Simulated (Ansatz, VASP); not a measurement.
**CsH in VASP and in Ansatz**

```
CELL_PARAMETERS angstrom
0.00000 2.54185 2.54185
2.54185 0.00000 2.54185
2.54185 2.54185 0.00000
ATOMIC_POSITIONS crystal
Cs 0.00000 0.00000 0.00000
H 0.50000 0.50000 0.50000
```

Change from the starting cell: volume scaled by 0.58, PAW files.

Alike in both runs: task single point; functional LDA; k mesh 12 × 12 × 12; occupations fermi-dirac, width 0.05 eV; no spin polarisation.

|  | VASP | Ansatz |
| --- | --- | --- |
| version | VASP 6.6.1 | Ansatz 0.2.0 |
| potentials or method | VASP PAW LDA potentials, release 64 (Cs_sv, H) | PAW with Ansatz's default frozen-core files, scalar-relativistic |
| plane-wave cutoff (eV) | 520 | 420 |
| valence electrons in the cell | 10 | 10 |

|  | VASP | Ansatz | Ansatz less VASP |
| --- | --- | --- | --- |
| pressure (GPa) | 19.1 | 17.8 | -1.30 |

Caveats: so large a pressure means that the cell lies far from this level's equilibrium, or that cutoff or potentials fall short (VASP).
